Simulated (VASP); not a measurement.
# Al2O3 (Corundum) (R-3c) in VASP: further runs

Aim: see how the results for Al2O3 (Corundum) move with the level of theory and the settings. Levels: PBE, r2SCAN, LDA. Tasks: atomic charges, electron localisation function, relaxation of cell and atoms, single point.

Everything below comes from runs of VASP 6.6.1. Logs are shortened: lines on timing, memory, paths and dates and some standing lists are left out, and cuts for length are marked.

**Experimental background.**

From “Multi-petahertz electron interference in Cr:Al2O3 solid-state material”, 2018, pmc:5906618, for a bulk crystal of Al2O3: band gap 8.7 eV (optical).

The results are compared with them further down.

### Step 1. The structure

It takes space group R-3c (No. 167, trigonal). The conventional cell has a = 4.760 Å, b = 4.760 Å, c = 12.996 Å, α = 90.00°, β = 90.00°, γ = 120.00°. Around Al (site symmetry 3) lie 6 O at 1.85 to 1.97 Å. O (site symmetry 2) has 4 Al at 1.85 to 1.97 Å as nearest neighbours.

### Step 2. Atomic charges, PBE

File INCAR:

```
SYSTEM = Al2O3
PREC = Accurate
ENCUT = 520
EDIFF = 1E-6
ISMEAR = 0
SIGMA = 0.02
LREAL = .False.
LASPH = .True.
NELM = 80
ALGO = Fast
ISIF = 2
LWAVE = .False.
LCHARG = .False.
GGA = PE
LORBIT = 11
```

File KPOINTS:

```
Automatic mesh
0
Gamma
  5 5 5
  0 0 0
```

File POSCAR:

```
Al2O3
1.0
    2.3802500000      1.3742379782      4.3318666667
   -2.3802500000      1.3742379782      4.3318666667
    0.0000000000     -2.7484759565      4.3318666667
Al O
4 6
Direct
    0.8521600000      0.8521600000      0.8521600000
    0.6478400000      0.6478400000      0.6478400000
    0.1478400000      0.1478400000      0.1478400000
    0.3521600000      0.3521600000      0.3521600000
    0.0566800000      0.7500000000      0.4433200000
    0.7500000000      0.4433200000      0.0566800000
    0.4433200000      0.0566800000      0.7500000000
    0.9433200000      0.2500000000      0.5566800000
    0.2500000000      0.5566800000      0.9433200000
    0.5566800000      0.9433200000      0.2500000000
```

Potentials or basis: VASP PAW PBE potentials, release 64 (Al, O).

Started as:

```sh
$ cat potpaw_PBE.64/Al/POTCAR potpaw_PBE.64/O/POTCAR > POTCAR
$ mpirun -np 1 vasp_std > vasp.out
```

OUTCAR:

```text
SYSTEM = Al2O3
   PREC = Accurate
   ENCUT = 520
   EDIFF = 1E-6
   ISMEAR = 0
   LREAL = .False.
   LASPH = .True.
   NELM = 80
   ISIF = 2
   GGA = PE
   LORBIT = 11

 ion  position               nearest neighbor table
   1  0.852  0.852  0.852-   8 1.85   9 1.85  10 1.85   6 1.97   7 1.97   5 1.97   2 2.66   3 2.79
                             3 2.79   3 2.79   2 3.22   2 3.22   2 3.22
   2  0.648  0.648  0.648-   9 1.85   8 1.85  10 1.85   5 1.97   7 1.97   6 1.97   1 2.66   4 2.79
                             4 2.79   4 2.79   1 3.22   1 3.22   1 3.22
   3  0.148  0.148  0.148-   5 1.85   6 1.85   7 1.85   9 1.97  10 1.97   8 1.97   4 2.66   1 2.79
                             1 2.79   1 2.79   4 3.22   4 3.22   4 3.22
   4  0.352  0.352  0.352-   6 1.85   5 1.85   7 1.85   8 1.97  10 1.97   9 1.97   3 2.66   2 2.79
                             2 2.79   2 2.79   3 3.22   3 3.22   3 3.22
   5  0.057  0.750  0.443-   3 1.85   4 1.85   2 1.97   1 1.97
   6  0.750  0.443  0.057-   4 1.85   3 1.85   1 1.97   2 1.97
   7  0.443  0.057  0.750-   3 1.85   4 1.85   1 1.97   2 1.97
   8  0.943  0.250  0.557-   1 1.85   2 1.85   4 1.97   3 1.97
   9  0.250  0.557  0.943-   2 1.85   1 1.85   3 1.97   4 1.97
  10  0.557  0.943  0.250-   1 1.85   2 1.85   3 1.97   4 1.97

  LATTYP: Found a trigonal (rhomboedric) cell.
 ALAT       =     5.1302230849
 COS(alpha) =     0.5694707703

  Lattice vectors:

 A1 = (   2.3802500000,   1.3742379782,   4.3318666667)
 A2 = (  -2.3802500000,   1.3742379782,   4.3318666667)
 A3 = (   0.0000000000,  -2.7484759565,   4.3318666667)

Analysis of symmetry for initial positions (statically):
=====================================================================
 Subroutine PRICEL returns:
 Original cell was already a primitive cell.

 Routine SETGRP: Setting up the symmetry group for a
 trigonal (rhombohedral) supercell.

 Subroutine GETGRP returns: Found 12 space group operations
 (whereof  6 operations were pure point group operations)
 out of a pool of 12 trial point group operations.

The static configuration has the point symmetry S_6 .
 The point group associated with its full space group is D_3d.

Analysis of symmetry for dynamics (positions and initial velocities):
=====================================================================
 Subroutine PRICEL returns:
 Original cell was already a primitive cell.

 Routine SETGRP: Setting up the symmetry group for a
 trigonal (rhombohedral) supercell.

 Subroutine GETGRP returns: Found 12 space group operations
 (whereof  6 operations were pure point group operations)
 out of a pool of 12 trial point group operations.

The dynamic configuration has the point symmetry S_6 .
 The point group associated with its full space group is D_3d.

 Subroutine INISYM returns: Found 12 space group operations
 (whereof  6 operations are pure point group operations),
 and found     1 'primitive' translations

----------------------------------------------------------------------------------------

                                     Primitive cell

  volume of cell :      85.0180

  direct lattice vectors                    reciprocal lattice vectors
     2.380250000  1.374237978  4.331866667     0.210061968  0.121279334  0.076949121
    -2.380250000  1.374237978  4.331866667    -0.210061968  0.121279334  0.076949121
     0.000000000 -2.748475957  4.331866667     0.000000000 -0.242558668  0.076949121

  length of vectors
     5.130223085  5.130223085  5.130223085     0.254471756  0.254471756  0.254471756

  position of ions in fractional coordinates (direct lattice)
     0.852160000  0.852160000  0.852160000
     0.647840000  0.647840000  0.647840000
     0.147840000  0.147840000  0.147840000
     0.352160000  0.352160000  0.352160000
     0.056680000  0.750000000  0.443320000
     0.750000000  0.443320000  0.056680000
     0.443320000  0.056680000  0.750000000
     0.943320000  0.250000000  0.556680000
     0.250000000  0.556680000  0.943320000
     0.556680000  0.943320000  0.250000000

  ion indices of the primitive-cell ions
   primitive index   ion index
                 1           1
                 2           2
                 3           3
                 4           4
                 5           5
                 6           6
                 7           7
                 8           8
                 9           9
                10          10

----------------------------------------------------------------------------------------

 KPOINTS: Automatic mesh

Automatic generation of k-mesh.
 Grid dimensions read from file:
 generate k-points for:    5    5    5

 Generating k-lattice:

  Cartesian coordinates                     Fractional coordinates (reciprocal lattice)
     0.042012394  0.024255867  0.015389824     0.200000000  0.000000000  0.000000000
    -0.042012394  0.024255867  0.015389824     0.000000000  0.200000000  0.000000000
     0.000000000 -0.048511734  0.015389824    -0.000000000 -0.000000000  0.200000000

  Length of vectors
     0.050894351  0.050894351  0.050894351

  Shift w.r.t. Gamma in fractional coordinates (k-lattice)
     0.000000000  0.000000000  0.000000000

 Subroutine IBZKPT returns following result:
 ===========================================

 Found     19 irreducible k-points:

 Following reciprocal coordinates:
            Coordinates               Weight
  0.000000  0.000000  0.000000      1.000000
  0.200000 -0.000000  0.000000      6.000000
  0.400000 -0.000000 -0.000000      6.000000
  0.200000  0.200000  0.000000      6.000000
  0.400000  0.200000 -0.000000     12.000000
 -0.400000  0.200000  0.000000     12.000000
[... 11 lines left out ...]
  0.400000  0.400000  0.400000      2.000000
 -0.400000  0.400000  0.400000      6.000000
   k-points           NKPTS =     19   k-points in BZ     NKDIM =     19   number of bands    NBANDS=     30
   number of dos      NEDOS =    301   number of ions     NIONS =     10
   total plane-waves  NPLWV =  64000
   dimension x,y,z NGX =    40 NGY =   40 NGZ =   40
   dimension x,y,z NGXF=    80 NGYF=   80 NGZF=   80
   ions per type =               4   6
   NGX,Y,Z   is equivalent  to a cutoff of  12.96, 12.96, 12.96 a.u.
   NGXF,Y,Z  is equivalent  to a cutoff of  25.92, 25.92, 25.92 a.u.
 SYSTEM =  Al2O3
   PREC   = accura    normal or accurate (medium, high low for compatibility)
   ISTART =      0    job   : 0-new  1-cont  2-samecut
   ICHARG =      2    charge: 1-file 2-atom 10-const
   ISPIN  =      1    spin polarized calculation?
   LNONCOLLINEAR =      F non collinear calculations
   LSORBIT =      F    spin-orbit coupling
   LASPH  =      T    aspherical Exc in radial PAW
   ENCUT  =  520.0 eV  38.22 Ry    6.18 a.u.   9.54  9.54  9.54*2*pi/ulx,y,z
   NELM   =     80;   NELMIN=  2; NELMDL= -5     # of ELM steps
   EDIFF  = 0.1E-05   stopping-criterion for ELM
   LREAL  =      F    real-space projection
   EDIFFG = 0.1E-04   stopping-criterion for IOM
   NSW    =      0    number of steps for IOM
   IBRION =     -1    ionic relax: 0-MD 1-quasi-New 2-CG
   NFREE  =      0    steps in history (QN), initial steepest desc. (CG)
   ISIF   =      2    stress and relaxation
   ISYM   =      2    0-nonsym 1-usesym 2-fastsym
   POTIM  = 0.5000    time-step for ionic-motion
   TEBEG  =    0.0;   TEEND  =   0.0 temperature during run
   PSTRESS=    0.0 pullay stress
   NELECT =      48.0000    total number of electrons
   NUPDOWN=      -1.0000    fix difference up-down
   EMIN   =  10.00;   EMAX   =-10.00  energy-range for DOS
   EFERMI =   0.00;   METHOD = LEGACY
   ISMEAR =     0;   SIGMA  =   0.02  broadening in eV -4-tet -1-fermi 0-gaus
   EFERMI_NEDOS =   21; number of points for ismear=-14 and -15
   IALGO  =     68    algorithm
   IMIX   =      4    mixing-type and parameters
     AMIX     =   0.40;   BMIX     =  1.00
     AMIX_MAG =   1.60;   BMIX_MAG =  1.00
  volume/ion in A,a.u.               =       8.50        57.37
  Fermi-wavevector in a.u.,A,eV,Ry     =   1.353064  2.556920 24.909299  1.830782
  Thomas-Fermi vector in A             =   2.480350
   LORBIT       =     11    0 simple, 1 ext, 2 COOP (PROOUT), +10 PAW based schemes
   GGA     = PE    functional components
   LHFCALC =     F    Hartree Fock is set to
   AEXX    =    0.0000 exact exchange contribution
   IVDW    =     0    specifies the selected vdW correction
   LEPSILON=     F    determine dielectric tensor
   LRPA    =     F    only Hartree local field effects (RPA)
 non-spin polarized calculation
 RMM-DIIS sequential band-by-band and
 Gauss-broadening in eV      SIGMA  =   0.02
  energy-cutoff  :      520.00
  volume of cell :       85.02
 maximum number of plane-waves:      2304
 NGX is ok and might be reduce to    40
   NGX = 19   NGY = 19   NGZ = 19

 number of electron      48.0000013 magnetization

 Free energy of the ion-electron system (eV)
  ---------------------------------------------------
  ext. energy  EPLUGINS =         0.00000000
  ---------------------------------------------------
  free energy    TOTEN  =       -74.75241161 eV

  energy without entropy =      -74.75241161  energy(sigma->0) =      -74.75241161

 E-fermi :   6.3138     XC(G=0): -11.6856

 val. band max:        6.1425858020   @ k =   0.0000   0.0000   0.0000
 cond. band min:      12.3579149688   @ k =   0.0000   0.0000   0.0000
 fundamental gap:      6.2153291668
 Fermi energy:         6.3138341059

 k-point     1 :       0.0000    0.0000    0.0000
  band No.  band energies     occupation
      1     -13.1028      2.00000
      2     -10.7685      2.00000
      3     -10.4902      2.00000
      4     -10.4902      2.00000
      5     -10.1755      2.00000
      6     -10.1755      2.00000
[... 22 lines left out ...]
     29      17.6640      0.00000
     30      17.8532      0.00000

 k-point     2 :       0.2000   -0.0000    0.0000
  band No.  band energies     occupation
      1     -12.8972      2.00000
      2     -10.9004      2.00000
      3     -10.5794      2.00000
      4     -10.5273      2.00000
      5     -10.2698      2.00000
      6     -10.1922      2.00000
[... 22 lines left out ...]
     29      17.2723      0.00000
     30      17.5592      0.00000

 k-point     3 :       0.4000   -0.0000   -0.0000
  band No.  band energies     occupation
      1     -12.3280      2.00000
      2     -11.5554      2.00000
      3     -10.5415      2.00000
      4     -10.4668      2.00000
      5     -10.4425      2.00000
      6     -10.2952      2.00000
[... 22 lines left out ...]
     29      17.4653      0.00000
     30      17.8363      0.00000

 k-point     4 :       0.2000    0.2000    0.0000
  band No.  band energies     occupation
      1     -12.8420      2.00000
      2     -10.8772      2.00000
      3     -10.6463      2.00000
      4     -10.5290      2.00000
      5     -10.3731      2.00000
      6     -10.1554      2.00000
[... 451 lines left out ...]
     29      16.6305      0.00000
     30      17.8808      0.00000

 k-point    18 :       0.4000    0.4000    0.4000
  band No.  band energies     occupation
      1     -12.4384      2.00000
      2     -11.7404      2.00000
      3     -10.3993      2.00000
      4     -10.3993      2.00000
      5     -10.3017      2.00000
      6     -10.3017      2.00000
[... 22 lines left out ...]
     29      18.6208      0.00000
     30      18.7038      0.00000

 k-point    19 :      -0.4000    0.4000    0.4000
  band No.  band energies     occupation
      1     -12.0685      2.00000
      2     -11.8573      2.00000
      3     -10.7658      2.00000
      4     -10.5887      2.00000
      5     -10.2464      2.00000
      6     -10.1794      2.00000
[... 22 lines left out ...]
     29      17.7823      0.00000
     30      17.8616      0.00000

------------------------ aborting loop because EDIFF is reached ----------------------------------------

  FORCE on cell =-STRESS in cart. coord.  units (eV):
  Direction    XX          YY          ZZ          XY          YZ          ZX
  --------------------------------------------------------------------------------------
  -------------------------------------------------------------------------------------
  Total        3.9302057      3.9302057      3.5946137      0.0000000     -0.0000000      0.0000000
  in kB       74.0653384     74.0653384     67.7410545      0.0000000     -0.0000000      0.0000000
  external PRESSURE =      71.9572438 kB  Pullay stress =       0.0000000 kB

 VOLUME and BASIS-vectors are now :
 -----------------------------------------------------------------------------
  energy-cutoff  :      520.00
  volume of cell :       85.02
      direct lattice vectors                 reciprocal lattice vectors
     2.380250000  1.374237978  4.331866667     0.210061968  0.121279334  0.076949121
    -2.380250000  1.374237978  4.331866667    -0.210061968  0.121279334  0.076949121
     0.000000000 -2.748475957  4.331866667     0.000000000 -0.242558668  0.076949121

 POSITION                                       TOTAL-FORCE (eV/Angst)
 -----------------------------------------------------------------------------------
      0.00000     -0.00000     11.07433        -0.000000      0.000000     -0.026849
      0.00000     -0.00000      8.41907        -0.000000     -0.000000      0.026849
      0.00000     -0.00000      1.92127        -0.000000     -0.000000      0.026849
      0.00000     -0.00000      4.57653        -0.000000      0.000000     -0.026849
     -1.65027     -0.10988      5.41483        -0.012963     -0.022452      0.000000
      0.72998      1.48412      5.41483        -0.012963      0.022452      0.000000
      0.92030     -1.37424      5.41483         0.025926     -0.000000      0.000000
      1.65027      0.10988      7.58077         0.012963      0.022452      0.000000
     -0.72998     -1.48412      7.58077         0.012963     -0.022452      0.000000
     -0.92030      1.37424      7.58077        -0.025926     -0.000000     -0.000000
 -----------------------------------------------------------------------------------
    total drift:                               -0.000000      0.000000     -0.000000

  FREE ENERGIE OF THE ION-ELECTRON SYSTEM (eV)
  ---------------------------------------------------
  free  energy   TOTEN  =       -74.7524116076 eV

  energy  without entropy=      -74.7524116076  energy(sigma->0) =      -74.75241161

 total charge

# of ion       s       p       d       tot
------------------------------------------
    1        0.312   0.402   0.000   0.714
    2        0.312   0.402   0.000   0.714
    3        0.312   0.402   0.000   0.714
    4        0.312   0.402   0.000   0.714
    5        1.548   3.646   0.000   5.194
    6        1.548   3.646   0.000   5.194
    7        1.548   3.646   0.000   5.194
    8        1.548   3.646   0.000   5.194
    9        1.548   3.646   0.000   5.194
   10        1.548   3.646   0.000   5.194
--------------------------------------------------
tot         10.533  23.486   0.000  34.019
```

Run time: 31 s. Hardware: 1 thread of Intel Xeon 6975P-C (Granite Rapids), shared host; peak memory 0.24 GiB.

Results:

```yaml
Free_energy: -74.7524 eV
Pressure: 7.2 GPa
Largest_force: 0.027 eV/Å
Band_gap_on_the_k_mesh: 6.22 eV, direct
Valence_electrons_inside_the_program's_atomic_spheres: Al 0.71; O 5.19
```

Forces on the atoms (eV/Å):
```
Al   0.000  0.000 -0.027
Al   0.000  0.000  0.027
Al   0.000  0.000  0.027
Al   0.000  0.000 -0.027
O   -0.013 -0.022  0.000
O   -0.013  0.022  0.000
O    0.026  0.000  0.000
O    0.013  0.022  0.000
O    0.013 -0.022  0.000
O   -0.026  0.000  0.000
```

Levels at points of the mesh, in eV from the valence-band top:
| k point | band 22 | band 23 | band 24 | band 25 | band 26 | band 27 |
| --- | --- | --- | --- | --- | --- | --- |
| (0.00, 0.00, 0.00) | -0.04 | -0.04 | 0.00 | 6.22 | 9.14 | 10.73 |

(Part 1 of 2 ends here.)
